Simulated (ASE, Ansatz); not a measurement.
# Random fluorite-type (Zr, Ce, Hf, Sn, Ti)O2 solid solution (96 atoms): geometry optimisation, part 2 of 2

Wanted: the relaxed structure of random fluorite-type (Zr, Ce, Hf, Sn, Ti)O2 solid solution (96 atoms) and its electronic structure.

Ansatz 0.2.0; Kohn-Sham DFT, revPBE, PAW (set soft_2), plane waves.

The cell: 7 Ti, 64 O, 8 Sn, 8 Ce, 5 Hf and 4 Zr. The host structure and its lattice constant were typed by rule, without a check against the phase diagram. The title names the fluorite type, whose metal atoms have 8 neighbours, but here they have 7.0 on average by the page's cutoffs. The main run has no spin polarisation. The Brillouin zone is sampled at Γ only, in a cell whose shortest periodic width is 10 Å.

So far. Step 3 (Relaxation): The relaxation changed the energy by -176 meV/atom, and atoms moved by 0.43 Å r.m.s., 0.82 Å at most.

## Step 5: Single point at the relaxed geometry

One more single point at the end of the walk gives the fuller output and checks the residual forces.

File input.yaml:

```yaml
crystal:
  lattice:
    - [10.2, 0.0, 0.0]
    - [0.0, 10.2, 0.0]
    - [0.0, 0.0, 10.2]
  atoms:
    - { symbol: Ti, position: [0.00497, 0.97135, 0.99176] }
    - { symbol: O, position: [0.09821, 0.1045, 0.1086] }
    - { symbol: O, position: [0.35759, 0.37251, 0.38034] }
    - { symbol: Sn, position: [0.00696, 0.22682, 0.24957] }
    [... 86 atom lines left out ...]
    - { symbol: Sn, position: [0.76988, 0.5001, 0.76085] }
    - { symbol: O, position: [0.89216, 0.62348, 0.88349] }
    - { symbol: O, position: [0.6488, 0.91651, 0.60959] }
    - { symbol: Hf, position: [0.74417, 0.76782, 0.50098] }
    - { symbol: O, position: [0.89599, 0.88726, 0.61767] }
    - { symbol: O, position: [0.63546, 0.57408, 0.88411] }
kpoints:
  mp_grid: { grid: [1, 1, 1] }
hamiltonian:
  xc: revpbe
scf:
  occupations: { method: fixed }
output:
  forces: true
  stress: true
  populations: intrinsic
  dos:
    method: { smearing: { sigma: 0.08 } }
    de: 0.1
    projected: { site_lists: { Ce: [Ce], Hf: [Hf], O: [O], Sn: [Sn], Ti: [Ti] } }
  eigenvalues: true
  write_density: true
  write_potential: true
  volumetric_format: npy
```

Run with:

```console
> ansatz run input.yaml --threads 4 --pin off --max-ram 8192MiB --backend cpu --events-out ev --progress --plain --runs-dir out
```

Wall time 14 s (4 threads of AMD EPYC 9R45, shared host); peak memory 2 GiB; 47 s of CPU time.

Read from the output:

```yaml
free_energy: -250325.6378 eV
free_energy_per_atom: -2607.5587 eV/atom
scf_cycles: 14
pressure: 19.27 GPa
r_m_s_force_component: 0.01139 eV/Å
longest_force: 0.04984 eV/Å
fermi_energy: 12.17 eV
spacing_of_highest_filled_and_lowest_empty_level: 1.846 eV
```

Intrinsic-atomic-orbital charges by element and coordination:

| element | coordination | atoms | mean charge (e) | spread | least | most |
| --- | --- | --- | --- | --- | --- | --- |
| Ce | all | 8 | 0.813 | 0.0222 | 0.778 | 0.854 |
| Hf | all | 5 | 1.44 | 0.0243 | 1.41 | 1.48 |
| Hf | 7 | 3 | 1.45 | 0.0294 | 1.41 | 1.48 |
| Hf | 8 | 2 | 1.44 | 0.0131 | 1.43 | 1.45 |
| O | all | 64 | -0.670 | 0.0839 | -0.801 | -0.466 |
| O | 2 | 1 | -0.632 | 0 | -0.632 | -0.632 |
| O | 3 | 29 | -0.684 | 0.0815 | -0.801 | -0.513 |
| O | 4 | 34 | -0.659 | 0.0852 | -0.797 | -0.466 |
| Sn | all | 8 | 1.71 | 0.0106 | 1.70 | 1.73 |
| Sn | 6 | 6 | 1.72 | 0.0096 | 1.70 | 1.73 |
| Sn | 7 | 2 | 1.70 | 0.0029 | 1.70 | 1.70 |
| Ti | all | 7 | 1.37 | 0.0221 | 1.34 | 1.41 |
| Ti | 6 | 6 | 1.37 | 0.0233 | 1.34 | 1.41 |
| Ti | 7 | 1 | 1.38 | 0 | 1.38 | 1.38 |
| Zr | all | 4 | 1.47 | 0.0156 | 1.45 | 1.49 |
| Zr | 7 | 1 | 1.47 | 0 | 1.47 | 1.47 |
| Zr | 8 | 3 | 1.46 | 0.0179 | 1.45 | 1.49 |

States in the cell by windows of 1 eV, zero at the Fermi level; the larger projections on atomic orbitals stand beside the total:

| from (eV) | to (eV) | total | O p | Ce f | Hf f | O s | Ce p |
| --- | --- | --- | --- | --- | --- | --- | --- |
| -18 | -17 | 29.8 | 0.5 | 0.0 | 0.0 | 18.1 | 4.6 |
| -17 | -16 | 55.9 | 0.4 | 0.1 | 0.1 | 42.2 | 1.9 |
| -16 | -15 | 14.2 | 0.2 | 0.0 | 0.0 | 9.9 | 2.0 |
| -15 | -14 | 20.2 | 1.1 | 0.0 | 0.0 | 4.8 | 13.3 |
| -14 | -13 | 23.4 | 1.1 | 0.0 | 0.0 | 7.3 | 13.8 |
| -13 | -12 | 2.4 | 0.1 | 0.0 | 0.0 | 0.8 | 1.3 |
| -12 | -11 | 0.0 | 0.0 | 0.0 | 0.0 | 0.0 | 0.0 |
| -11 | -10 | 56.4 | 0.2 | 0.0 | 56.0 | 0.1 | 0.0 |
| -10 | -9 | 13.6 | 0.1 | 0.0 | 13.5 | 0.0 | 0.0 |
| -9 | -8 | 0.0 | 0.0 | 0.0 | 0.0 | 0.0 | 0.0 |
| -8 | -7 | 3.3 | 1.8 | 0.0 | 0.0 | 0.2 | 0.0 |
| -7 | -6 | 12.0 | 6.9 | 0.1 | 0.0 | 0.9 | 0.0 |
| -6 | -5 | 10.1 | 6.9 | 0.0 | 0.0 | 0.2 | 0.0 |
| -5 | -4 | 49.3 | 35.2 | 0.2 | 0.0 | 0.6 | 0.3 |
| -4 | -3 | 73.8 | 55.5 | 0.7 | 0.0 | 0.9 | 0.4 |
| -3 | -2 | 76.3 | 61.6 | 1.5 | 0.1 | 1.0 | 0.6 |
| -2 | -1 | 80.1 | 68.2 | 2.3 | 0.1 | 0.6 | 1.0 |
| -1 | 0 | 76.4 | 68.2 | 2.8 | 0.0 | 0.3 | 0.7 |
| 0 | 1 | 2.6 | 2.4 | 0.1 | 0.0 | 0.0 | 0.0 |
| 1 | 2 | 15.4 | 0.5 | 14.6 | 0.0 | 0.0 | 0.0 |
| 2 | 3 | 96.2 | 5.5 | 87.0 | 0.0 | 0.4 | 0.1 |
| 3 | 4 | 34.0 | 4.9 | 1.5 | 0.0 | 0.6 | 0.0 |
| 4 | 5 | 28.3 | 5.0 | 0.3 | 0.0 | 1.0 | 0.0 |

The curve was stored every 0.100 eV, coarse against its broadening of 0.08 eV, so these counts are rough.

With fixed occupations the program's Fermi level is the highest filled level; weight inside the gap is the broadening of levels at its edges.

Between -26 and -18 eV lie 134 more states.

The stored curve holds about 734 of the 854 electrons; the rest, give or take the few that broadening carries across the Fermi level, lie in deeper levels below its range.

Not all projections were asked for or kept, so they needn't add up to the total.

The levels nearest the highest filled one (over half full), pooled over k-points and spins:

| level less the highest filled one (eV) | occupation |
| --- | --- |
| -0.180 | 2 |
| -0.164 | 2 |
| -0.105 | 2 |
| -0.0968 | 2 |
| -0.0643 | 2 |
| 0 | 2 |
| 1.85 | 0 |
| 1.87 | 0 |
| 1.88 | 0 |
| 1.90 | 0 |
| 1.91 | 0 |
| 1.93 | 0 |

Valence density in the bc plane at fractional x = 0.002, with atoms of Ti and Sn and Hf and Zr and Ce within 0.2 Å of it. It is the smooth field of the valence electrons, not physical close to the nuclei.

Values in e/Å³, 13 rows by 16 columns, each cell a mean:
```
 3  1  1  0  0  0  0  1  2  1  0  0  0  0  1  6
 0  0  1  0  0  0  0  0  0  0  0  0  0  0  0  0
 0  0  1  3  3  1  0  0  0  0  0  2  3  1  0  0
 0  0  0  3  3  1  0  0  0  0  1  3  3  1  0  0
 0  0  0  0  0  0  0  0  0  1  1  0  0  0  0  0
 2  0  0  0  0  0  0  1  2  1  0  0  0  0  0  2
14  1  0  0  0  0  1  3  4  1  0  0  0  0  2 19
 5  0  0  0  0  0  0  1  1  0  0  0  0  0  1  6
 0  0  0  1  1  0  0  0  0  0  0  1  1  0  0  0
 0  0  1 10  5  0  0  0  0  0  1  5  5  1  0  0
 0  0  1  3  2  0  0  0  0  0  1  1  1  0  0  0
 0  0  0  0  0  0  0  1  1  1  0  0  0  1  0  0
 3  0  0  0  0  0  1  1  0  2  0  0  0  0  1  6
```
Columns run along b (10.2 Å), rows up along c (10.2 Å). Atoms in or near the plane, at fractional coordinates: Ti at (0.97, 0.99), Sn at (0.23, 0.25), Hf at (0.98, 0.48), Zr at (0.25, 0.76), Ce at (0.50, 0.03), Zr at (0.50, 0.50), Zr at (0.75, 0.75).

Electrostatic potential energy in the bc plane at fractional x = 0.002, with atoms of Ti and Sn and Hf and Zr and Ce within 0.2 Å of it. With pseudopotentials it is smooth inside the atoms' cores, unlike the true potential.

Ten even steps from '0' (-48 eV) to '9' (18 eV), each cell a mean:
```
35899999999863224789999998533
57988999999987667899999998754
89999988899999999999998999888
99998765679999999998766789999
99997410158999999997411368999
99997200037999999986100058999
99997410158999999987200158999
99999765689999999998644589999
99999988899999999999888899999
88999999999987778999999999988
56899999999873125899999999764
34799999999850001689999998533
33689999999850002789999998534
35799999999975336899999998643
67899999999998778999999999876
89998777899999999999877899998
99987788679999999997544689999
99986999868999999986433479999
99986899778999999987434589999
99997677789999999998766799999
99999888899988778999999999999
89999999999874335799999999987
57999999999851002589999998754
35899999999841001589999998533
```
Columns run along b (10.2 Å; values clipped at the 3rd and 97th percentile), rows up along c (10.2 Å). Atoms in or near the plane, at fractional coordinates: Ti at (0.97, 0.99), Sn at (0.23, 0.25), Hf at (0.98, 0.48), Zr at (0.25, 0.76), Ce at (0.50, 0.03), Zr at (0.50, 0.50), Zr at (0.75, 0.75).

Mean intrinsic-atomic-orbital charges: Ce +0.81, Hf +1.44, O -0.67, Sn +1.71, Ti +1.37, Zr +1.47 e. The largest share in the top eV of filled states is O p (92 % of the projected weight), and in the lowest eV of empty states Ce f (93 % of the projected weight).

A closer look about O24, picked at random: 14 atoms, nearest first, numbered in the order of the input, with positions taken from that point.

| atom | x | y | z | distance (Å) | bonds | intrinsic-atomic-orbital charge (e) |
| --- | --- | --- | --- | --- | --- | --- |
| O24 | 0.00 | 0.00 | 0.00 | 0.00 | 3 | -0.55 |
| Ti19 | 0.54 | -1.48 | -1.05 | 1.90 | 6 | 1.37 |
| Zr16 | -1.72 | 1.02 | -0.73 | 2.13 | 8 | 1.49 |
| Ce10 | 0.89 | 1.06 | 1.68 | 2.18 | 8 | 0.82 |
| O14 | -0.84 | -0.39 | -2.22 | 2.40 | 4 | -0.64 |
| O41 | -0.91 | -2.32 | 0.01 | 2.49 | 3 | -0.65 |
| O20 | 2.48 | 0.03 | 0.46 | 2.52 | 3 | -0.54 |
| O17 | -0.60 | 2.42 | 0.53 | 2.55 | 4 | -0.47 |
| O68 | -2.45 | -0.16 | 0.92 | 2.62 | 3 | -0.70 |
| O18 | 1.84 | -0.50 | -1.99 | 2.75 | 3 | -0.61 |
| O2 | -0.74 | -0.42 | 2.81 | 2.94 | 4 | -0.76 |
| Ti1 | -1.69 | -1.78 | 1.62 | 2.94 | 6 | 1.38 |
| O21 | -0.41 | 2.24 | -2.05 | 3.06 | 4 | -0.53 |
| O39 | 1.73 | -2.61 | -0.05 | 3.13 | 4 | -0.76 |

The column of bonds counts only the pairs O-Ce within 2.93 Å, O-Sn within 2.52 Å, O-Ti within 2.52 Å, O-Hf within 2.58 Å, O-Zr within 2.73 Å; other neighbours, such as metal atoms beside each other in a compound, aren't counted, and periodic images can show an atom twice.

## Step 6: Outcome

```json
{
  "energy change in the relaxation": "-175.8 meV/atom",
  "r.m.s. displacement": "0.434 Å",
  "largest displacement": "0.824 Å",
  "free energy per atom": "-2607.5587 eV/atom",
  "density": "7.334 g/cm³",
  "pressure": "19.27 GPa",
  "r.m.s. force component": "0.01139 eV/Å",
  "gap (highest filled to lowest empty level)": "1.846 eV",
  "wall time of the 3 DFT runs": "3.2 min"
}
```

Relaxation lowers the energy by 176 meV/atom and moves atoms by 0.43 Å r.m.s.; the r.m.s. force component goes from 0.97 to 0.011 eV/Å, the pressure goes from 14 to 19 GPa, and the gap from 1.38 to 1.85 eV. By the final cutoffs 31 of 256 bonded pairs parted and 0 joined. From the first step to the last the energy fell by 16.879 eV, and the largest move was 0.82 Å (O33). The O-Ti bonds change most in mean length: from 2.209 Å (spread 0.028) to 1.994 Å (spread 0.130), and their number from 56 to 43. Counting bonds as in the table, all Ce atoms have 8, 60 % of Hf atoms have 7, 53 % of O atoms have 4 and 75 % of Sn atoms have 6 bonded neighbours. The highest filled and lowest empty levels differ by 1.85 eV at Γ alone; the mesh holds the band edges only if they fold onto it, so the gap at this level can be narrower or closed.

What to keep in mind: The stress is far from hydrostatic: its diagonal is 23.6, 16.4, 17.9 GPa, compression counted positive. The title names the fluorite type, whose metal atoms have 8 neighbours, but here they have 7.0 on average by the page's cutoffs, so the cell has left that structure. The pressure of 19 GPa says that the cell would expand at this level of theory.

[Logs are printed without paths, hosts, clocks, repeated set-up lines and the standing remarks that a program may print on its own settings, such as how far it seeks lower states.]

[Hosts, paths, dates, database ids (printed as entryN), source tags and the programs' standing remarks are cut or masked in the printed files.]
